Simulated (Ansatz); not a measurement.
How ZrS2 answers to pressure

```
Zr S
1.0
     3.63000    0.00000    0.00000
    -1.81500    3.14367    0.00000
     0.00000    0.00000    5.85000
Zr S
1 2
Direct
  0.00000 0.00000 0.00000
  0.33333 0.66667 0.24920
  0.66667 0.33333 0.75080
```

The cell is COD entry 5910006, as deposited and not checked against the literature; nothing was relaxed.

All numbers below come from Ansatz 0.2.0, DFT, PBE, all-electron LAPW, scalar-relativistic.

The runs use a Γ-centred 10×10×5 k mesh, Fermi–Dirac smearing of 0.01 eV, basis error target 1 meV/atom, no spin polarisation.

The cell is scaled evenly with fractional coordinates held. Semilocal gaps are too small, but their slopes carry over better.

| V/V(cell) | P (GPa) | gap on the k mesh (eV) |
| --- | --- | --- |
| 0.9600 | 7.60 | 0.795 |
| 0.9800 | 5.20 | 0.817 |
| 0.9900 | 4.09 | 0.827 |
| 1.0000 | 3.03 | 0.837 |
| 1.0100 | 2.02 | 0.846 |
| 1.0200 | 1.06 | 0.854 |
| 1.0400 | -0.73 | 0.870 |
| 1.0600 | -2.35 | 0.882 |

From the rows at 0.9900 and 1.0100, what is the bulk modulus at the cell's volume?

B = −ΔP/Δln V = −[(2.02) − (4.09)]/0.02000 = 103.5 GPa.

What are the gap's volume deformation potential and pressure coefficient?

dEg/dln V = (0.846 − 0.827)/0.02000 = 0.95 eV, and dEg/dP = −(dEg/dln V)/B = -9.2 meV/GPa: pressure narrows the gap.

Predict the row at V/V(cell) = 0.9400. How far is a linear estimate of P off?

P = 10.25 GPa, gap 0.770 eV. The linear estimate P(cell) − B ln(V/V(cell)) = 9.43 GPa misses by 0.82 GPa, since the modulus grows under compression.
